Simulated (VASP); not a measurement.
A run of VASP 6.6.1:

INCAR

```
SYSTEM = Rh
PREC     = Accurate       ! precision mode
ENCUT    = 520            ! plane-wave cutoff, eV
EDIFF    = 1E-6           ! SCF threshold, eV
ISMEAR   = 1              ! smearing method
SIGMA    = 0.1            ! smearing width, eV
LREAL    = .False.        ! projectors in reciprocal space
LASPH    = .True.         ! aspherical terms in the spheres
NELM     = 120            ! most SCF steps
ALGO     = Fast           ! electronic algorithm
ISIF     = 2              ! what is computed and relaxed
LWAVE    = .False.        ! write WAVECAR
LCHARG   = .False.        ! write CHGCAR
LDIPOL   = .True.       
IDIPOL   = 3            
DIPOL    = 0.5 0.5 0.500
GGA      = PE             ! functional
IVDW     = 12             ! dispersion correction
IBRION   = 2              ! ionic algorithm
NSW      = 90             ! ionic steps
EDIFFG   = -0.02          ! ionic threshold
KPAR     = 2
```

KPOINTS

```
Automatic mesh
0
Gamma
  14 14 1
  0 0 0
```

File POSCAR:

```
Rh
1.0
    2.6979127300      0.0000000000      0.0000000000
   -1.3489563700      2.3364609300      0.0000000000
    0.0000000000      0.0000000000     27.7128158800
Rh
4
Direct
    0.6666670000      0.3333330000      0.3823817900
    0.3333340000      0.6666660000      0.4607927200
    0.0000000000      1.0000000000      0.5392072800
    0.6666670000      0.3333330000      0.6176182100
```

Potentials or basis: VASP PAW PBE potentials, release 64 (Rh_pv).

Run with:

```console
$ cat potpaw_PBE.64/Rh_pv/POTCAR > POTCAR
$ mpirun -np 2 vasp_std > vasp.out
```

Hardware: 2 MPI ranks on Intel(R) Xeon(R) 6975P-C (Granite Rapids) (shared host).

Question: How long does it take, and how much memory?

Answer: It took 4.5 min on 2 MPI ranks on Intel(R) Xeon(R) 6975P-C (Granite Rapids) (shared host), peak memory 0.34 GiB a rank. Counts: scf iterations 59, k points 24, ion steps 6.
